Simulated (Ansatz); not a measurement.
# Mechanical response of CdSe (P6_3mc)

```
Cd Se
1.0
     4.30096    0.00000    0.00000
    -2.15048    3.72474    0.00000
     0.00000    0.00000    7.02226
Cd Se
2 2
Direct
  0.33333 0.66667 0.00470
  0.66667 0.33333 0.50470
  0.33333 0.66667 0.38030
  0.66667 0.33333 0.88030
```

Level of theory, where no other is named: PBEsol, all-electron LAPW in Ansatz 0.2.0, scalar-relativistic. k mesh 6×6×4, strains of ±0.005, fixed occupations, basis error target 0.5 meV/atom. The cell was relaxed by PAW under this functional.

The cell is hexagonal and carries a residual pressure of 0.04 GPa at this level. Each strain component that symmetry leaves independent is applied at ±0.005, the ions relax wherever a strain frees them, and the stress (tension positive, GPa) is read. Shears are engineering strains, γ = 2ε.

| strain | size | σxx | σyy | σzz | σyz | σxz | σxy |
| --- | --- | --- | --- | --- | --- | --- | --- |
| xx | -0.005 | -0.4200 | -0.2774 | -0.2031 | 0.0000 | 0.0000 | 0.0000 |
| xx | +0.005 | 0.3117 | 0.1680 | 0.1732 | 0.0000 | 0.0000 | 0.0000 |
| zz | -0.005 | -0.2438 | -0.2438 | -0.4259 | 0.0000 | 0.0000 | 0.0000 |
| zz | +0.005 | 0.1329 | 0.1329 | 0.3980 | 0.0000 | 0.0000 | 0.0000 |
| yz | -0.005 | -0.0517 | -0.0510 | -0.0122 | -0.0643 | 0.0000 | 0.0000 |
| yz | +0.005 | -0.0517 | -0.0510 | -0.0122 | 0.0643 | 0.0000 | 0.0000 |

A central difference gives one constant, for example C11 ≈ (0.3117 − (-0.4200))/(0.01) = 73.2 GPa; the program then imposes the crystal's symmetry on the whole matrix.

(1) What are the independent elastic constants?

(2) Is the crystal stable against homogeneous strain?

(3) What moduli does a random aggregate of grains have?

(4) With the density of 5.650 g/cm³, how fast does sound travel, and what Debye temperature follows?

(5) How far do the constants move if PAW replaces LAPW in the same cell?

Results:

(1) C11 = 73.2, C12 = 44.5, C13 = 37.7, C33 = 82.4, C44 = 12.9 GPa.

(2) The least eigenvalue of the 6×6 matrix is 12.9 GPa, so yes.

(3) Voigt and Reuss bounds: B from 52.0 to 52.0 and G from 14.7 to 15.3 GPa; their means are B = 52.0 and G = 15.0 GPa. Then E = 9BG/(3B + G) = 41.0 GPa, ν = (3B − 2G)/(6B + 2G) = 0.369 and B/G = 3.48, on the ductile side of Pugh's 1.75 (a rule of thumb, made for metals; it doesn't predict ductility here).

(4) 

```
direction  slow (m/s)  middle (m/s)  fast (m/s)
        x        1508          1592        3599
        y        1508          1592        3599
        z        1508          1508        3819
```

The mean of v⁻³ over directions and branches gives v_m = 1828 m/s and θ_D = (ħ/k_B) v_m (6π²n)^(1/3) = 179 K, n being atoms per volume. Young's modulus spans 37 to 58 GPa over directions, and the universal anisotropy index is 0.20.

(5) 

```json
{"constant": "C11", "LAPW (GPa)": "73.2", "PAW (GPa)": "73.1", "difference": "-0.1"}
{"constant": "C12", "LAPW (GPa)": "44.5", "PAW (GPa)": "44.5", "difference": "-0.1"}
{"constant": "C13", "LAPW (GPa)": "37.7", "PAW (GPa)": "37.6", "difference": "-0.1"}
{"constant": "C33", "LAPW (GPa)": "82.4", "PAW (GPa)": "82.3", "difference": "-0.1"}
{"constant": "C44", "LAPW (GPa)": "12.9", "PAW (GPa)": "12.9", "difference": "0.0"}
```

Known limits: constants at zero field, no piezoelectric stiffening; the frozen-core PAW files of the compared runs were fitted under PBE, their cores solved anew for this functional.
